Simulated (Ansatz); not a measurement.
GeO2:
Space group P4₂/mnm (No. 136); a = 4.411 Å, b = 4.411 Å, c = 2.870 Å, α = 90.00°, β = 90.00°, γ = 90.00°

```tsv
atom	site	symmetry	x	y	z
Ge	2a	m.mm	0.0000	0.0000	0.0000
O	4f	m.2m	0.3060	0.3060	0.0000
```

Relaxed with r²SCAN.

### Question
Give the optical modes at the zone centre with their infrared and Raman activity from DFPT, DFT-r²SCAN in the program Ansatz with PAW potentials.

### Answer
Transverse frequencies, without the LO–TO term; a row sums one degenerate level.

| ω (cm⁻¹) | degeneracy | IR ((D/Å)²/amu) | Raman (Å⁴/amu) | activity | symmetry |
|---|---|---|---|---|---|
| 167 | 1 | 0.00 | 0.23 | Raman | B1g |
| 213 | 1 | 0.00 | 0 | silent | B1u |
| 311 | 2 | 44.18 | 0 | IR | Eu |
| 363 | 2 | 0.11 | 0 | IR | Eu |
| 475 | 1 | 0.00 | 0 | silent | A2g |
| 502 | 1 | 40.60 | 0 | IR | A2u |
| 523 | 2 | 0.00 | 0.45 | Raman | Eg |
| 648 | 1 | 0.00 | 0 | silent | B1u |
| 650 | 2 | 32.50 | 0 | IR | Eu |
| 691 | 1 | 0.00 | 32 | Raman | A1g |
| 855 | 1 | 0.00 | 4.1 | Raman | B2g |

### Question
How high does the top mode go among those that the LO–TO term moves?

### Answer
822 cm⁻¹ for q along x, 822 cm⁻¹ for q along y, 787 cm⁻¹ for q along z.

Space group P4_2/mnm (rutile). The cell was relaxed with r²SCAN under the symmetry of its start; of distortions, only those at the zone centre were tested.

Potentials: the later of the program's two PAW sets.
